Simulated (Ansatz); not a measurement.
The reference is InCuS₂ in the chalcopyrite structure (space group I-42d, No. 122; a = 5.577 Å, c = 11.234 Å). Axes: x, y, z lie along a, b, c of the conventional cell.

Calculations: Ansatz (an electronic-structure program), PBE, PAW, cutoff 420 eV, scalar-relativistic without spin-orbit coupling.

Before the change:

The shortest interatomic distance comes out as 2.328 Å and the pressure is 0.0 GPa. The band gap is zero.

It is then changed as follows: strain tensor (xx, yy, zz, yz, xz, xy) = (−0.61, +1.46, +0.32, +0.21, −0.02, −0.50) %, atoms relaxed at fixed cell.

Question: What does the calculation give for the shortest interatomic distance after the change?

Answer: The shortest interatomic distance goes up by 0.007 Å, from 2.328 Å to 2.335 Å.

Question: Predict the new largest internal atomic displacement.

Answer: The largest internal atomic displacement amounts to 0.011 Å.

Question: Estimate the effect on the energy relative to the base.

Answer: The energy grows by 1.3 meV/atom.

Question: Predict the new pressure.

Answer: The pressure (mean of the normal stresses, compression positive) goes from zero to -0.7 GPa.

Question: Estimate the effect on the band gap.

Answer: The band gap remains zero.

Stability against distortions was not tested. All final runs are without spin polarisation. Gaps under 0.05 eV, about the width of the smearing, are given as zero. The zero or small gap of InCuS2 can change with the level of theory.
